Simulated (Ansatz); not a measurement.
A calculation with Ansatz 0.2.0 of Ru (ASE script, Cartesian positions):

File run.py:

```python
import json

import ase.io
import numpy as np
from ase.calculators.calculator import CalculationFailed, Calculator
from ase.stress import full_3x3_to_voigt_6_stress
from ase.units import GPa

import ansatz as az

class AnsatzCalculator(Calculator):
    implemented_properties = ["energy", "free_energy", "forces", "stress", "magmom"]

    def calculate(self, atoms, properties, system_changes):
        super().calculate(atoms, properties, system_changes)
        structure = atoms.copy()
        structure.set_constraint()
        structure.set_momenta(None)
        structure.set_masses(None)
        outcome = (
            az.Crystal.from_ase(structure)
            .calculation()
            .basis(xc_grid=3)
            .kpoints(9, 9, 5)
            .functional("r2scan")
            .pseudopotentials(kind="paw", partial_waves="polarizable")
            .hubbard(projectors="all-electron-atomic")
            .hubbard("Ru", "d", u_eff=8.0)
            .scf(tolerance=2e-10)
            .occupations(method="fermi_dirac", width=0.01)
            .forces()
            .stress()
            .run(threads=2)
        )
        if not outcome.report["converged"]:
            raise CalculationFailed("SCF not converged")
        report = outcome.report
        self.results = {
            "free_energy": report["lagrangian_ev"],
            "energy": report["lagrangian_ev"],
            "forces": np.array(report["forces_ev_ang"]),
            "stress": -GPa * full_3x3_to_voigt_6_stress(report["stress_gpa"]),
            "magmom": report["magnetization_mub"],
        }

np.set_printoptions(precision=5, suppress=True, linewidth=110)
atoms = ase.io.read("Ru.xyz")
atoms.calc = AnsatzCalculator()
print(f"free energy {atoms.get_potential_energy():.6f} eV")
print("forces (eV/A)", atoms.get_forces(), sep="\n")
print("stress (GPa, Voigt, tension positive)", atoms.get_stress() / GPa, sep="\n")
print(f"moment {atoms.get_magnetic_moment():.4f} muB")
```

Contents of Ru.xyz:

```xyz
2
Lattice="2.7472930000 -0.0209710000 -0.0297950000 -1.3918080000 2.3406690000 -0.0206270000 -0.0471510000 -0.0649140000 4.2427170000" Properties=species:S:1:pos:R:3 pbc="T T T"
Ru     1.3322294168      0.7175568333      3.1552987500
Ru    -0.0238954168      1.5372271667      1.0369962500
```

Potentials or basis: Ansatz PAW polarizable.

Command:

```bash
$ python run.py
```

The cell isn't the ideal one: cell strained at random at fixed volume.

**Question.** Write the same calculation in another form: native input, structure typed inline.

**Answer.** As run:

input.yaml

```yaml
crystal:
  lattice:
    - [2.747293, -0.020971, -0.029795]
    - [-1.391808, 2.340669, -0.020627]
    - [-0.047151, -0.064914, 4.242717]
  atoms:
    - { symbol: Ru, position: [0.6666666667, 0.3333333333, 0.75] }
    - { symbol: Ru, position: [0.3333333333, 0.6666666667, 0.25] }
hamiltonian:
  xc: r2scan
  pseudopotentials: { kind: paw, partial_waves: polarizable }
  hubbard:
    sites: [{ species: Ru, l: d, u_eff: 8.0 }]
    projectors: all-electron-atomic
kpoints:
  mp_grid: { grid: [9, 9, 5] }
scf:
  occupations: { method: fermi_dirac, width: 0.01 }
output:
  forces: true
  stress: true
  eigenvalues: true
```

Potentials or basis: Ansatz PAW polarizable.

The run is started by

```console
$ ansatz run input.yaml --threads 2 --pin off --max-ram 5120MiB --backend cpu --events-out ev --progress --plain --runs-dir out
```

Both were run:

|  | ASE script, Cartesian positions | native input, structure typed inline |
| --- | --- | --- |
| Pressure | -24.0 GPa | -24.0 GPa |
| Largest force | 0.107 eV/Å | 0.107 eV/Å |

Keys that steer only the numerical path or the files written may differ.

Caveat: U without spin polarisation on a metal has little footing; the PAW data sets come from PBE, with cores solved anew for the run's functional, which leaves a small shift of forces and pressure; the U is typed as a test and isn't derived for this compound.
